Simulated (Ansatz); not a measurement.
Wanted: the native input for an Ansatz 0.2.0 run.

```yaml
Task: single point
Functional: PBE
Potentials_or_basis: all-electron LAPW, scalar-relativistic
Cutoff: 334 eV (chosen from the basis error)
Basis_error_allowed: 0.001 eV/atom
k_mesh: 12 × 13 × 11
Occupations: fermi-dirac, width 0.05 eV
Spin: no spin polarisation
```

Ir:

```
Ir
1.0
     0.05219    1.83849    1.74856
     1.93167    0.07057    1.72967
     2.16853    2.05711   -0.16842
Ir
1
Cartesian
  0.0021 0.0337 0.0023
```

The cell isn't the ideal one: cell strained at random at fixed volume.

One way to write it, as run:

input.yaml

```yaml
crystal:
  lattice:
    - [0.052187, 1.838488, 1.748563]
    - [1.931673, 0.070575, 1.729671]
    - [2.168535, 2.057109, -0.168422]
  atoms:
    - { symbol: Ir, position: [0.009916, -0.007928, 0.007791] }
kpoints:
  mp_grid: { grid: [12, 13, 11] }
scf:
  occupations: { method: fermi_dirac, width: 0.05 }
hamiltonian:
  xc: pbe
  pseudopotentials: { kind: all_electron, lapw: { basis_error: 0.001 } }
output:
  forces: true
  stress: true
  eigenvalues: true
  populations: true
```

Potentials or basis: all-electron LAPW, scalar-relativistic.

The run is started by

```bash
$ ansatz run input.yaml --threads 1 --pin off --max-ram 3072MiB --backend cpu --events-out ev --progress --plain --runs-dir out
```

It gave:

- Pressure: 29.2 GPa
- Band gap on the k mesh: none (metal or under the smearing width)

Wall time 120 s on 1 thread of Arm Neoverse V2, with other jobs on the host, peak memory 1.2 GiB.
